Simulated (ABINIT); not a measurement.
# SnTe (Fm-3m) in ABINIT: further runs, part 2 of 3

ABINIT 10.8.3 (patched build).

### Step 3. Band structure, OLYP

Contents of run.abi:

```
# Datasets: ground state, then fixed potential
ndtset 2

# Pseudopotentials
pp_dirpath "./"
pseudos "Te.GGA_PBE-JTH.xml, Sn.GGA_PBE-JTH_sp.xml"

# Structure
acell 8.4205719959 8.4205719959 8.4205719959
rprim
     0.0000000000     0.7071067812     0.7071067812
     0.7071067812     0.0000000000     0.7071067812
     0.7071067812     0.7071067812     0.0000000000
ntypat 2
znucl 52 50
natom 2
typat 1 2
xred
     0.5000000000     0.5000000000     0.5000000000
     0.0000000000     0.0000000000     0.0000000000

# Plane-wave basis
ecut 15.0
pawecutdg 30.0

# Exchange and correlation
ixc -110131

# Bands and occupations
occopt 3
tsmear 0.05 eV

# SCF cycle
nstep 100

# Output
iomode 3
prtwf 0
prteig 0
prtebands 0
enunit 2
prtden1 1

# Dataset 1
kptopt1 1
ngkpt1 7 7 7
nshiftk1 1
shiftk1 0.0 0.0 0.0
nband1 9
tolvrs1 1.0e-9

# Dataset 2: bands along G-X-W-K-G-L-U-W-L-K
iscf2 -2
getden2 1
nband2 13
nbdbuf2 2
tolwfr2 1.0e-12
kptopt2 -9
ndivsm2 6
prteig2 1
prtvol2 -3
kptbounds2
     0.0000000000     0.0000000000     0.0000000000
     0.5000000000     0.0000000000     0.5000000000
     0.5000000000     0.2500000000     0.7500000000
     0.3750000000     0.3750000000     0.7500000000
     0.0000000000     0.0000000000     0.0000000000
     0.5000000000     0.5000000000     0.5000000000
     0.6250000000     0.2500000000     0.6250000000
     0.5000000000     0.2500000000     0.7500000000
     0.5000000000     0.5000000000     0.5000000000
     0.3750000000     0.3750000000     0.7500000000
```

Potentials or basis: JTH PAW PBE v2.0 sp.

On the command line:

```console
abinit run.abi > log 2>&1
```

run.abo:

```text
.Version 10.8.3 of ABINIT
 DATASET    1 : space group Fm -3 m (#225); Bravais cF (face-center cubic)
================================================================================
 Values of the parameters that define the memory need for DATASET  1.
     intxc =       0    ionmov =       0      iscf =      17    lmnmax =      13
     lnmax =       5     mgfft =      30  mpssoang =       3    mqgrid =    3001
     natom =       2  nloc_mem =       2    nspden =       1   nspinor =       1
    nsppol =       1      nsym =      48    n1xccc =       1    ntypat =       2
    occopt =       3   xclevel =       2
       mpw =        1187          nfft =       27000          nkpt =          20
 PAW method is used; the additional fine FFT grid is defined by:
   mgfftf=        45    nfftf =     91125
================================================================================
================================================================================

 DATASET    2 : space group Fm -3 m (#225); Bravais cF (face-center cubic)
================================================================================
 Values of the parameters that define the memory need for DATASET  2.
     intxc =       0    ionmov =       0      iscf =      -2    lmnmax =      13
     lnmax =       5     mgfft =      30  mpssoang =       3    mqgrid =    3001
     natom =       2  nloc_mem =       2    nspden =       1   nspinor =       1
    nsppol =       1      nsym =      48    n1xccc =       1    ntypat =       2
    occopt =       3   xclevel =       2
       mpw =        1212          nfft =       27000          nkpt =         103
 PAW method is used; the additional fine FFT grid is defined by:
   mgfftf=        45    nfftf =     91125
================================================================================
================================================================================

--------------------------------------------------------------------------------
------------- Echo of variables that govern the present computation ------------
--------------------------------------------------------------------------------
 -outvars: echo values of preprocessed input variables --------
            acell      8.4205719959E+00  8.4205719959E+00  8.4205719959E+00 Bohr
              amu      1.27600000E+02  1.18710000E+02
             ecut      1.50000000E+01 Hartree
           enunit           2
           getden1          0
           getden2          1
             iscf1         17
             iscf2         -2
              ixc     -110131
           jdtset        1    2
           kptopt1          1
           kptopt2         -9
         kptrlatt        7    0    0      0    7    0      0    0    7
          kptrlen1     5.89440040E+01
          kptrlen2     3.00000000E+01
            natom           2
            nband1          9
            nband2         13
           nbdbuf1          0
           nbdbuf2          2
           ndtset           2
           ndivsm1          0
           ndivsm2          6
            ngfft          30      30      30
          ngfftdg          45      45      45
             nkpt1         20
             nkpt2        103
            nstep         100
             nsym          48
           ntypat           2
[... 923 lines left out ...]
 reduced coordinates (array xred) for    2 atoms
       0.500000000000      0.500000000000      0.500000000000
       0.000000000000      0.000000000000      0.000000000000

 cartesian coordinates (angstrom) at end:
    1      3.15084999791884     3.15084999791884     3.15084999791884
    2      0.00000000000000     0.00000000000000     0.00000000000000
 length scales=  8.420571995900  8.420571995900  8.420571995900 bohr
              =  4.455974799975  4.455974799975  4.455974799975 angstroms
 Eigenvalues (hartree) for nkpt= 103  k points:
 kpt#   1, nband= 13, wtk=  1.00000, kpt=  0.0000  0.0000  0.0000 (reduced coord)
  -0.55865   -0.26169   -0.16731   -0.16731   -0.16731    0.03970    0.03970    0.03970
   0.09282    0.09282    0.09282    0.16785    0.16787
 kpt#   2, nband= 13, wtk=  1.00000, kpt=  0.0294  0.0000  0.0294 (reduced coord)
  -0.55830   -0.26397   -0.16798   -0.16798   -0.16416    0.03280    0.03966    0.03966
   0.09084    0.09489    0.09489    0.16826    0.17365
 kpt#   3, nband= 13, wtk=  1.00000, kpt=  0.0588  0.0000  0.0588 (reduced coord)
  -0.55723   -0.26999   -0.16995   -0.16995   -0.15561    0.01569    0.03971    0.03971
   0.08550    0.10085    0.10085    0.16947    0.18582
 kpt#   4, nband= 13, wtk=  1.00000, kpt=  0.0882  0.0000  0.0882 (reduced coord)
  -0.55548   -0.27816   -0.17306   -0.17306   -0.14360   -0.00589    0.04020    0.04020
   0.07804    0.11018    0.11018    0.17148    0.19623
 kpt#   5, nband= 13, wtk=  1.00000, kpt=  0.1176  0.0000  0.1176 (reduced coord)
  -0.55305   -0.28717   -0.17710   -0.17710   -0.13041   -0.02780    0.04143    0.04143
   0.06954    0.12235    0.12235    0.17428    0.20345
 kpt#   6, nband= 13, wtk=  1.00000, kpt=  0.1471  0.0000  0.1471 (reduced coord)
  -0.54999   -0.29620   -0.18181   -0.18181   -0.11984   -0.04555    0.04354    0.04354
[... 277 lines left out ...]
 kpt#  99, nband= 13, wtk=  1.00000, kpt=  0.4250  0.4250  0.6500 (reduced coord)
  -0.50629   -0.37941   -0.23832   -0.18745   -0.15783   -0.02205   -0.01214    0.05921
   0.12673    0.19971    0.22265    0.31858    0.35648
 kpt# 100, nband= 13, wtk=  1.00000, kpt=  0.4125  0.4125  0.6750 (reduced coord)
  -0.50463   -0.37483   -0.25185   -0.19343   -0.16654   -0.00986    0.00107    0.08034
   0.11119    0.20143    0.22272    0.32038    0.37356
 kpt# 101, nband= 13, wtk=  1.00000, kpt=  0.4000  0.4000  0.7000 (reduced coord)
  -0.50316   -0.37008   -0.26303   -0.19877   -0.17434    0.00193    0.01280    0.09712
   0.09797    0.20676    0.22534    0.31756    0.37490
 kpt# 102, nband= 13, wtk=  1.00000, kpt=  0.3875  0.3875  0.7250 (reduced coord)
  -0.50209   -0.36547   -0.27125   -0.20339   -0.18125    0.01299    0.02234    0.08498
   0.11093    0.21488    0.23072    0.31633    0.36410
 kpt# 103, nband= 13, wtk=  1.00000, kpt=  0.3750  0.3750  0.7500 (reduced coord)
  -0.50160   -0.36134   -0.27595   -0.20723   -0.18730    0.02306    0.02892    0.07523
   0.11861    0.22423    0.23899    0.32100    0.34989
 Eigenvalues (   eV  ) for nkpt= 103  k points:
 kpt#   1, nband= 13, wtk=  1.00000, kpt=  0.0000  0.0000  0.0000 (reduced coord)
 -15.20169   -7.12093   -4.55266   -4.55266   -4.55266    1.08032    1.08032    1.08032
   2.52571    2.52571    2.52571    4.56753    4.56796
 kpt#   2, nband= 13, wtk=  1.00000, kpt=  0.0294  0.0000  0.0294 (reduced coord)
 -15.19201   -7.18298   -4.57100   -4.57100   -4.46690    0.89254    1.07921    1.07921
   2.47188    2.58196    2.58196    4.57858    4.72528
 kpt#   3, nband= 13, wtk=  1.00000, kpt=  0.0588  0.0000  0.0588 (reduced coord)
 -15.16309   -7.34687   -4.62454   -4.62454   -4.23424    0.42699    1.08051    1.08051
   2.32662    2.74415    2.74415    4.61144    5.05640
 kpt#   4, nband= 13, wtk=  1.00000, kpt=  0.0882  0.0000  0.0882 (reduced coord)
 -15.11529   -7.56913   -4.70920   -4.70920   -3.90749   -0.16029    1.09384    1.09384
   2.12354    2.99812    2.99812    4.66607    5.33972
 kpt#   5, nband= 13, wtk=  1.00000, kpt=  0.1176  0.0000  0.1176 (reduced coord)
 -15.04924   -7.81423   -4.81906   -4.81906   -3.54875   -0.75641    1.12723    1.12723
   1.89229    3.32935    3.32935    4.74230    5.53613
 kpt#   6, nband= 13, wtk=  1.00000, kpt=  0.1471  0.0000  0.1471 (reduced coord)
 -14.96587   -8.06008   -4.94734   -4.94734   -3.26096   -1.23942    1.18473    1.18473
[... 278 lines left out ...]
 -13.77695  -10.32415   -6.48502   -5.10079   -4.29478   -0.60005   -0.33047    1.61125
   3.44859    5.43437    6.05855    8.66909    9.70041
 kpt# 100, nband= 13, wtk=  1.00000, kpt=  0.4125  0.4125  0.6750 (reduced coord)
 -13.73176  -10.19962   -6.85320   -5.26340   -4.53189   -0.26838    0.02907    2.18620
   3.02560    5.48109    6.06042    8.71786   10.16521
 kpt# 101, nband= 13, wtk=  1.00000, kpt=  0.4000  0.4000  0.7000 (reduced coord)
 -13.69181  -10.07028   -7.15734   -5.40889   -4.74400    0.05258    0.34827    2.64284
   2.66598    5.62626    6.13170    8.64124   10.20155
 kpt# 102, nband= 13, wtk=  1.00000, kpt=  0.3875  0.3875  0.7250 (reduced coord)
 -13.66246   -9.94486   -7.38113   -5.53466   -4.93206    0.35355    0.60783    2.31252
   3.01849    5.84723    6.27813    8.60783    9.90773
 kpt# 103, nband= 13, wtk=  1.00000, kpt=  0.3750  0.3750  0.7500 (reduced coord)
 -13.64934   -9.83270   -7.50889   -5.63900   -5.09668    0.62743    0.78706    2.04722
   3.22761    6.10169    6.50327    8.73481    9.52108

== END DATASET(S) ==============================================================
================================================================================

 -outvars: echo values of variables after computation  --------
            acell      8.4205719959E+00  8.4205719959E+00  8.4205719959E+00 Bohr
           etotal1    -1.1818588412E+01
            fcart1    -0.0000000000E+00 -0.0000000000E+00 -0.0000000000E+00
                      -0.0000000000E+00 -0.0000000000E+00 -0.0000000000E+00
            rprim      0.0000000000E+00  7.0710678120E-01  7.0710678120E-01
                       7.0710678120E-01  0.0000000000E+00  7.0710678120E-01
                       7.0710678120E-01  7.0710678120E-01  0.0000000000E+00
           strten1    -8.6219870064E-05 -8.6219870064E-05 -8.6219870064E-05
                       0.0000000000E+00  0.0000000000E+00  0.0000000000E+00
           xangst      3.1508499979E+00  3.1508499979E+00  3.1508499979E+00
                       0.0000000000E+00  0.0000000000E+00  0.0000000000E+00
             xred      5.0000000000E-01  5.0000000000E-01  5.0000000000E-01
                       0.0000000000E+00  0.0000000000E+00  0.0000000000E+00
 Calculation completed.
```

Run time: 26 s. Hardware: 1 thread of Arm Neoverse V2, shared host; peak memory 0.12 GiB.

Results:

```yaml
Free_energy: -321.6002 eV
Valence_electrons_inside_the_program's_atomic_spheres: Te 3.19; Sn 2.28
```

Levels at the corners of the path, in eV from the Fermi level:
```csv
point,band 1,band 2,band 3,band 4,band 5,band 6,band 7,band 8,band 9,band 10
Γ,-12.94,-4.86,-2.29,-2.29,-2.29,3.35,3.35,3.35,4.79,4.79
X,-11.43,-6.65,-5.63,-3.85,-3.85,2.32,4.86,4.86,6.26,9.03
W,-11.34,-7.52,-4.90,-4.90,-1.01,0.77,4.71,4.71,6.08,6.08
K,-11.38,-7.57,-5.24,-3.37,-2.83,2.89,3.05,4.31,5.49,8.37
Γ,-12.94,-4.86,-2.29,-2.29,-2.29,3.35,3.35,3.35,4.79,4.79
L,-11.69,-8.45,-1.99,-1.99,-0.02,0.03,0.26,0.26,8.06,9.06
U,-11.38,-7.57,-5.24,-3.37,-2.83,2.89,3.05,4.31,5.49,8.37
W,-11.34,-7.52,-4.90,-4.90,-1.01,0.77,4.71,4.71,6.08,6.08
L,-11.69,-8.45,-1.99,-1.99,-0.02,0.03,0.26,0.26,8.06,9.06
K,-11.38,-7.57,-5.24,-3.37,-2.83,2.89,3.05,4.31,5.49,8.37
```

Caveat: the cutoff is too short for stress, so the log's stress isn't used; this odd mesh misses L, where the gap lies, so gap, dielectric constants and Born charges aren't listed; the PAW data sets were made with another functional, which shifts forces and pressure a little; spin-orbit coupling is left out, which moves the levels of the heavy elements; this set keeps more shells in the core, which shifts pressures and gaps.

### Step 4. Equation of state, SOGGA

Contents of run.abi:

```
# Datasets: one volume each
ndtset 7
getwfk -1
scalecart1 3*0.9795861087
scalecart2 3*0.9864848297
scalecart3 3*0.9932883884
scalecart4 3*1.0000000000
scalecart5 3*1.0066227096
scalecart6 3*1.0131594038
scalecart7 3*1.0196128224

# Pseudopotentials
pp_dirpath "./"
pseudos "Te.GGA_PBE-JTH.xml, Sn.GGA_PBE-JTH.xml"

# Structure
acell 3*1.0 Angstrom
rprim
     0.0000000000     3.1508500000     3.1508500000
     3.1508500000     0.0000000000     3.1508500000
     3.1508500000     3.1508500000     0.0000000000
ntypat 2
znucl 52 50
natom 2
typat 1 2
xred
     0.5000000000     0.5000000000     0.5000000000
     0.0000000000     0.0000000000     0.0000000000

# Plane-wave basis
ecut 408.170794 eV
pawecutdg 30.0

# k points
kptopt 1
ngkpt 7 7 7
nshiftk 1
shiftk 0.0 0.0 0.0

# Exchange and correlation
ixc -150130

# Bands and occupations
nband 14
occopt 3
tsmear 0.05 eV

# SCF cycle
nstep 100
tolvrs 1.0e-9

# Output
iomode 3
prtwf 1
prtden 0
prteig 0
prtebands 0
enunit 1
```

Potentials or basis: JTH PAW PBE v2.0.

On the command line:

```console
abinit run.abi > log 2>&1
```

It took 91 s on 1 thread of Arm Neoverse V2, shared host; peak memory 0.14 GiB.

It converged, with:

* Equilibrium volume: 30.39 Å³/atom
* Bulk modulus: 49 GPa
* Pressure derivative of the bulk modulus: 4.3

Energy against volume, from the lowest point:
```
volume (Å³/atom)  energy (meV/atom)
          29.404               4.94
          30.030               0.34
          30.656               0.00
          31.281               3.48
          31.907              10.34
          32.532              20.26
          33.158              32.97
```

Caveat: the cutoff is too short for stress, so the log's stress isn't used; pressures at fixed basis lie under the slope of the energies; this odd mesh misses L, where the gap lies, so gap, dielectric constants and Born charges aren't listed; the PAW data sets were made with another functional, which shifts forces and pressure a little.

(Continued in part 3 of 3.)
